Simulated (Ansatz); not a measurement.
Crystal: HBr.

```
Br H
1.0
     0.00000    2.82000    3.03150
     2.77750    0.00000    3.03150
     2.77750    2.82000    0.00000
Br H
1 1
Direct
  0.50000 0.50000 0.50000
  0.00000 0.00000 0.00000
```

Base run:

- Program: Ansatz 0.2.0
- Functional: r2SCAN0
- Potentials or basis: Ansatz PAW
- Cutoff: 500 eV (not typed: the program's choice for these potentials)
- k mesh: 5 × 5 × 5
- Occupations: fermi-dirac, width 0.05 eV
- Spin: no spin polarisation

Its results: band gap on the k mesh 0.56 eV, direct; pressure -8.8 GPa.

Task: The run is repeated on the same cell with these changes: functional from r2SCAN0 to r2SCAN. What comes out?

Result: Band gap on the k mesh none (metal or under the smearing width); pressure -7.9 GPa.

r2SCAN0 gives the wider gap, since exact exchange removes part of the self-interaction.

Caveats: some runs use coarse meshes; the PAW data sets come from PBE, with cores solved anew for the run's functional, which leaves a small shift of forces and pressure; the density of states is complete only up to the lowest level of the last band computed; odd divisions of the mesh miss points on the zone boundary, where band edges often lie, so the gap on the mesh can be too wide (some runs); the thresholds are loose for stress (some runs).

A k mesh can miss the band edges.
